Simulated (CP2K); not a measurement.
Nb:

```
Nb
1.0
     2.88205    0.00000    0.00000
    -0.96068    2.71722    0.00000
    -0.96068   -1.35861    2.35318
Nb
1
Direct
  0.00000 0.00000 0.00000
```

Base run:

```yaml
Program: CP2K 2026.2
Functional: vdW-DF2
Potentials_or_basis: POTENTIAL_UZH Nb GTH-PBE-q13; TZVP-MOLOPT-PBE-GTH basis
Density_cutoff: 9184 eV
k_mesh: 11 × 11 × 11
Occupations: fermi-dirac, width 0.05 eV
Spin: no spin polarisation
```

Its results: band gap on the k mesh none (metal or under the smearing width); pressure 9.1 GPa.

Problem. After a change of settings the same cell gave: band gap on the k mesh none (metal or under the smearing width); pressure -1.7 GPa. Which change was it?
A. functional from vdW-DF2 to LDA
B. functional from vdW-DF2 to optB88-vdW
C. functional from vdW-DF2 to HLE16
D. functional from vdW-DF2 to PBEsol

Solution. B.

Caveats: the potentials were made for another functional, which shifts forces and pressure; the basis of atomic orbitals isn't converged, which shifts pressures, moduli and gaps.

Runs at the PBE level aren't shown here.
